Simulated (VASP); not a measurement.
# Ti (Im-3m) in VASP: further runs

Runs on Ti. Level: LDA. Tasks: single point, atomic charges.

Program: VASP 6.6.1. These are calculated values, not measurements. Logs are shortened: lines on timing, memory, paths and dates and some standing lists are left out, and cuts for length are marked.

### 1 The crystal as given

The structure is cubic, space group Im-3m (No. 229). The conventional cell has a = 3.282 Å, b = 3.282 Å, c = 3.282 Å, α = 90.00°, β = 90.00°, γ = 90.00°. Ti (site symmetry m-3m) has 8 Ti at 2.84 Å as nearest neighbours.

This isn't the form of Ti at room conditions, which is hcp.

### 2 Single point, LDA

Contents of INCAR:

```
SYSTEM = Ti
PREC = Accurate
ENCUT = 550
EDIFF = 1E-6
ISMEAR = 0
SIGMA = 0.05
LREAL = .FALSE.
LASPH = .TRUE.
NELM = 100
ALGO = Normal
ISIF = 2
LWAVE = .FALSE.
LCHARG = .TRUE.
LELF = .TRUE.
LVHAR = .TRUE.
```

Contents of KPOINTS:

```
Automatic mesh
0
G
  11 11 11
  0 0 0
```

Contents of POSCAR:

```
Ti
2.8423
   -0.577349329768      0.577349329768      0.577349329768
    0.577349329768     -0.577349329768      0.577349329768
    0.577349329768      0.577349329768     -0.577349329768
Ti
1
Direct
    0.0000000000      0.0000000000      0.0000000000
```

Potentials or basis: VASP PAW LDA potentials, release 64 (Ti_sv_GW).

The run is started by

```console
> cat potpaw_LDA.64/Ti_sv_GW/POTCAR > POTCAR
> mpirun -np 1 vasp_std > vasp.out
```

OUTCAR:

```text
SYSTEM = Ti
   PREC = Accurate
   ENCUT = 550
   EDIFF = 1E-6
   ISMEAR = 0
   LREAL = .FALSE.
   LASPH = .TRUE.
   NELM = 100
   ISIF = 2

 ion  position               nearest neighbor table
   1  0.000  0.000  0.000-

  LATTYP: Found a body centered cubic cell.
 ALAT       =     3.2820000000

  Lattice vectors:

 A1 = (  -1.6410000000,   1.6410000000,   1.6410000000)
 A2 = (   1.6410000000,  -1.6410000000,   1.6410000000)
 A3 = (   1.6410000000,   1.6410000000,  -1.6410000000)

Analysis of symmetry for initial positions (statically):
=====================================================================
 Subroutine PRICEL returns:
 Original cell was already a primitive cell.

 Routine SETGRP: Setting up the symmetry group for a
 body centered cubic supercell.

 Subroutine GETGRP returns: Found 48 space group operations
 (whereof 48 operations were pure point group operations)
 out of a pool of 48 trial point group operations.

The static configuration has the point symmetry O_h .

Analysis of symmetry for dynamics (positions and initial velocities):
=====================================================================
 Subroutine PRICEL returns:
 Original cell was already a primitive cell.

 Routine SETGRP: Setting up the symmetry group for a
 body centered cubic supercell.

 Subroutine GETGRP returns: Found 48 space group operations
 (whereof 48 operations were pure point group operations)
 out of a pool of 48 trial point group operations.

The dynamic configuration has the point symmetry O_h .

 Subroutine INISYM returns: Found 48 space group operations
 (whereof 48 operations are pure point group operations),
 and found     1 'primitive' translations

----------------------------------------------------------------------------------------

                                     Primitive cell

  volume of cell :      17.6761

  direct lattice vectors                    reciprocal lattice vectors
    -1.641000000  1.641000000  1.641000000     0.000000000  0.304692261  0.304692261
     1.641000000 -1.641000000  1.641000000     0.304692261  0.000000000  0.304692261
     1.641000000  1.641000000 -1.641000000     0.304692261  0.304692261  0.000000000

  length of vectors
     2.842295375  2.842295375  2.842295375     0.430899928  0.430899928  0.430899928

  position of ions in fractional coordinates (direct lattice)
     0.000000000  0.000000000  0.000000000

  ion indices of the primitive-cell ions
   primitive index   ion index
                 1           1

----------------------------------------------------------------------------------------

 KPOINTS: Automatic mesh

Automatic generation of k-mesh.
 Grid dimensions read from file:
 generate k-points for:   11   11   11

 Generating k-lattice:

  Cartesian coordinates                     Fractional coordinates (reciprocal lattice)
     0.000000000  0.027699296  0.027699296     0.090909091  0.000000000  0.000000000
     0.027699296  0.000000000  0.027699296     0.000000000  0.090909091  0.000000000
     0.027699296  0.027699296  0.000000000     0.000000000  0.000000000  0.090909091

  Length of vectors
     0.039172721  0.039172721  0.039172721

  Shift w.r.t. Gamma in fractional coordinates (k-lattice)
     0.000000000  0.000000000  0.000000000

 Subroutine IBZKPT returns following result:
 ===========================================

 Found     56 irreducible k-points:

 Following reciprocal coordinates:
            Coordinates               Weight
  0.000000  0.000000  0.000000      1.000000
  0.090909  0.000000  0.000000     12.000000
  0.181818  0.000000  0.000000     12.000000
  0.272727  0.000000  0.000000     12.000000
  0.363636  0.000000  0.000000     12.000000
  0.454545  0.000000  0.000000     12.000000
[... 16 lines left out ...]
  0.272727  0.181818  0.090909     48.000000
  0.363636  0.181818  0.090909     24.000000
 [... further k-points ...]
   k-points           NKPTS =     56   k-points in BZ     NKDIM =     56   number of bands    NBANDS=     10
   number of dos      NEDOS =    301   number of ions     NIONS =      1
   total plane-waves  NPLWV =  13824
   dimension x,y,z NGX =    24 NGY =   24 NGZ =   24
   dimension x,y,z NGXF=    48 NGYF=   48 NGZF=   48
   ions per type =               1
   NGX,Y,Z   is equivalent  to a cutoff of  14.04, 14.04, 14.04 a.u.
   NGXF,Y,Z  is equivalent  to a cutoff of  28.08, 28.08, 28.08 a.u.
 SYSTEM =  Ti
   PREC   = accura    normal or accurate (medium, high low for compatibility)
   ISTART =      0    job   : 0-new  1-cont  2-samecut
   ICHARG =      2    charge: 1-file 2-atom 10-const
   ISPIN  =      1    spin polarized calculation?
   LNONCOLLINEAR =      F non collinear calculations
   LSORBIT =      F    spin-orbit coupling
   LASPH  =      T    aspherical Exc in radial PAW
   ENCUT  =  550.0 eV  40.42 Ry    6.36 a.u.   5.44  5.44  5.44*2*pi/ulx,y,z
   NELM   =    100;   NELMIN=  2; NELMDL= -5     # of ELM steps
   EDIFF  = 0.1E-05   stopping-criterion for ELM
   LREAL  =      F    real-space projection
   EDIFFG = 0.1E-04   stopping-criterion for IOM
   NSW    =      0    number of steps for IOM
   IBRION =     -1    ionic relax: 0-MD 1-quasi-New 2-CG
   NFREE  =      0    steps in history (QN), initial steepest desc. (CG)
   ISIF   =      2    stress and relaxation
   ISYM   =      2    0-nonsym 1-usesym 2-fastsym
   POTIM  = 0.5000    time-step for ionic-motion
   TEBEG  =    0.0;   TEEND  =   0.0 temperature during run
   PSTRESS=    0.0 pullay stress
   NELECT =      12.0000    total number of electrons
   NUPDOWN=      -1.0000    fix difference up-down
   EMIN   =  10.00;   EMAX   =-10.00  energy-range for DOS
   EFERMI =   0.00;   METHOD = LEGACY
   ISMEAR =     0;   SIGMA  =   0.05  broadening in eV -4-tet -1-fermi 0-gaus
   EFERMI_NEDOS =   21; number of points for ismear=-14 and -15
   IALGO  =     38    algorithm
   IMIX   =      4    mixing-type and parameters
     AMIX     =   0.40;   BMIX     =  1.00
     AMIX_MAG =   1.60;   BMIX_MAG =  1.00
  volume/ion in A,a.u.               =      17.68       119.28
  Fermi-wavevector in a.u.,A,eV,Ry     =   1.438821  2.718977 28.166848  2.070205
  Thomas-Fermi vector in A             =   2.557745
   LORBIT       =      0    0 simple, 1 ext, 2 COOP (PROOUT), +10 PAW based schemes
   GGA     = CA    functional components
   LHFCALC =     F    Hartree Fock is set to
   AEXX    =    0.0000 exact exchange contribution
   IVDW    =     0    specifies the selected vdW correction
   LEPSILON=     F    determine dielectric tensor
   LRPA    =     F    only Hartree local field effects (RPA)
 non-spin polarized calculation
 Gauss-broadening in eV      SIGMA  =   0.05
  energy-cutoff  :      550.00
  volume of cell :       17.68
 maximum number of plane-waves:       535
 NGX is ok and might be reduce to    24
   NGX = 11   NGY = 11   NGZ = 11

 number of electron      11.9999997 magnetization

 Free energy of the ion-electron system (eV)
  ---------------------------------------------------
  ext. energy  EPLUGINS =         0.00000000
  ---------------------------------------------------
  free energy    TOTEN  =       -10.60028802 eV

  energy without entropy =      -10.59597135  energy(sigma->0) =      -10.59812968

 E-fermi :   7.5466     XC(G=0): -11.7223

 val. band max:        7.5384652482   @ k =   0.1818   0.0909   0.0909
 cond. band min:       7.5773497231   @ k =  -0.3636   0.3636   0.0909
 fundamental gap:      0.0388844748
 Fermi energy:         7.5465795986

 k-point     1 :       0.0000    0.0000    0.0000
  band No.  band energies     occupation
      1     -48.2493      2.00000
      2     -24.5056      2.00000
      3     -24.5056      2.00000
      4     -24.5056      2.00000
      5       1.7361      2.00000
      6       8.5089      0.00000
      7       8.5089      0.00000
      8       8.5089      0.00000
      9      10.2523      0.00000
     10      10.2523      0.00000

 k-point     2 :       0.0909    0.0000    0.0000
  band No.  band energies     occupation
      1     -48.2391      2.00000
      2     -24.5602      2.00000
      3     -24.5224      2.00000
      4     -24.5063      2.00000
      5       2.0128      2.00000
      6       8.3854      0.00000
      7       8.4704      0.00000
      8       8.7109      0.00000
      9      10.1172      0.00000
     10      10.2598      0.00000

 k-point     3 :       0.1818    0.0000    0.0000
  band No.  band energies     occupation
      1     -48.2114      2.00000
      2     -24.7043      2.00000
      3     -24.5675      2.00000
      4     -24.5067      2.00000
      5       2.7884      2.00000
      6       8.0705      0.00000
      7       8.2635      0.00000
      8       9.2859      0.00000
      9       9.9435      0.00000
     10      10.2964      0.00000

 k-point     4 :       0.2727    0.0000    0.0000
  band No.  band energies     occupation
      1     -48.1749      2.00000
      2     -24.8891      2.00000
      3     -24.6258      2.00000
      4     -24.5075      2.00000
      5       3.8656      2.00000
      6       7.6890      0.00006
      7       7.9400      0.00000
      8       9.9984      0.00000
      9      10.1299      0.00000
     10      10.3752      0.00000
[... 222 lines left out ...]
 k-point    22 :       0.1818    0.1818    0.0909
  band No.  band energies     occupation
      1     -48.1387      2.00000
      2     -25.0129      2.00000
      3     -24.6688      2.00000
      4     -24.5902      2.00000
      5       5.3641      2.00000
      6       7.1572      2.00000
      7       7.2686      2.00000
      8      10.2559      0.00000
      9      10.4942      0.00000
     10      11.9242      0.00000

 k-point    23 :       0.2727    0.1818    0.0909
  band No.  band energies     occupation
      1     -48.1191      2.00000
      2     -25.0445      2.00000
      3     -24.7555      2.00000
      4     -24.6057      2.00000
      5       6.0447      2.00000
      6       7.0057      2.00000
      7       7.3569      2.00000
      8      10.3677      0.00000
      9      10.5892      0.00000
     10      13.0712      0.00000

 k-point    24 :       0.3636    0.1818    0.0909
  band No.  band energies     occupation
      1     -48.1117      2.00000
      2     -25.0461      2.00000
      3     -24.7993      2.00000
      4     -24.6100      2.00000
      5       6.1340      2.00000
      6       6.9690      2.00000
      7       7.6326      0.01501
      8      10.4265      0.00000
      9      10.6165      0.00000
     10      13.8269      0.00000

 [... further k-points ...]

------------------------ aborting loop because EDIFF is reached ----------------------------------------

  FORCE on cell =-STRESS in cart. coord.  units (eV):
  Direction    XX          YY          ZZ          XY          YZ          ZX
  --------------------------------------------------------------------------------------
  -------------------------------------------------------------------------------------
  Total       -1.3587259     -1.3587259     -1.3587259     -0.0000000      0.0000000     -0.0000000
  in kB     -123.1563170   -123.1563170   -123.1563170     -0.0000000      0.0000000     -0.0000000
  external PRESSURE =    -123.1563170 kB  Pullay stress =       0.0000000 kB

 VOLUME and BASIS-vectors are now :
 -----------------------------------------------------------------------------
  energy-cutoff  :      550.00
  volume of cell :       17.68
      direct lattice vectors                 reciprocal lattice vectors
    -1.641000000  1.641000000  1.641000000     0.000000000  0.304692261  0.304692261
     1.641000000 -1.641000000  1.641000000     0.304692261  0.000000000  0.304692261
     1.641000000  1.641000000 -1.641000000     0.304692261  0.304692261  0.000000000

 POSITION                                       TOTAL-FORCE (eV/Angst)
 -----------------------------------------------------------------------------------
      0.00000      0.00000      0.00000        -0.000000     -0.000000     -0.000000
 -----------------------------------------------------------------------------------
    total drift:                                0.000000      0.000000      0.000000

  FREE ENERGIE OF THE ION-ELECTRON SYSTEM (eV)
  ---------------------------------------------------
  free  energy   TOTEN  =       -10.6002880193 eV

  energy  without entropy=      -10.5959713495  energy(sigma->0) =      -10.59812968
```

It took 7.8 s on 1 thread of Intel Xeon Platinum 8259CL at 2.50GHz (Skylake/Cascade Lake), shared host; peak memory 0.14 GiB.

What came out:

```
Free energy            : -10.6003 eV
Pressure               : -12.3 GPa
Band gap on the k mesh : none (metal or under the smearing width)
```

Levels at points of the mesh, in eV from the Fermi level:
```tsv
k point	band 3	band 4	band 5	band 6	band 7	band 8	band 9	band 10
(0.00, 0.00, 0.00)	-32.05	-32.05	-5.81	0.96	0.96	0.96	2.71	2.71
```

### 3 Single point, LDA

Contents of run.py:

```python
from ase.calculators.vasp import Vasp
from ase.dft.bandgap import bandgap
from ase.io import read

atoms = read('POSCAR')
calc = Vasp(
    directory='calc',
    xc='lda',
    pp='LDA',
    setups='gw',
    prec='Accurate',
    encut=550,
    ediff=1e-07,
    ismear=0,
    sigma=0.05,
    lreal=False,
    lasph=True,
    nelm=60,
    algo='Fast',
    isif=2,
    lwave=False,
    lcharg=False,
    kpts=[11, 11, 11],
    gamma=True,
    nbands=12,
)
atoms.calc = calc

print('energy (eV):', atoms.get_potential_energy())
print('free energy (eV):', atoms.get_potential_energy(force_consistent=True))
print('forces (eV/A):')
print(atoms.get_forces())
print('stress (eV/A^3, Voigt):', atoms.get_stress())
print('Fermi level (eV):', calc.get_fermi_level())
gap, top, bottom = bandgap(calc)
print('band gap (eV):', gap, 'from (spin, k, band)', top, 'to', bottom)
```

Contents of POSCAR:

```
Ti
1.0
   -1.6410000000      1.6410000000      1.6410000000
    1.6410000000     -1.6410000000      1.6410000000
    1.6410000000      1.6410000000     -1.6410000000
Ti
1
Direct
    0.0000000000      0.0000000000      0.0000000000
```

Potentials or basis: VASP PAW LDA potentials, release 64 (Ti_sv_GW).

The run is started by

```console
> python run.py
```

Wall time 25 s (1 thread of Intel Xeon Platinum 8259CL at 2.50GHz (Skylake/Cascade Lake), shared host); peak memory 0.14 GiB.

Results (log left out):

| Property | Result |
| --- | --- |
| Free energy | -10.6003 eV |
| Pressure | -12.4 GPa |
| Band gap on the k mesh | none (metal or under the smearing width) |

Levels at points of the mesh, in eV from the Fermi level:
```csv
k point,band 2,band 3,band 4,band 5,band 6,band 7,band 8,band 9,band 10,band 11
"(0.00, 0.00, 0.00)",-32.05,-32.05,-32.05,-5.81,0.96,0.96,0.96,2.71,2.71,17.40
```

[end of part 1 of 2]
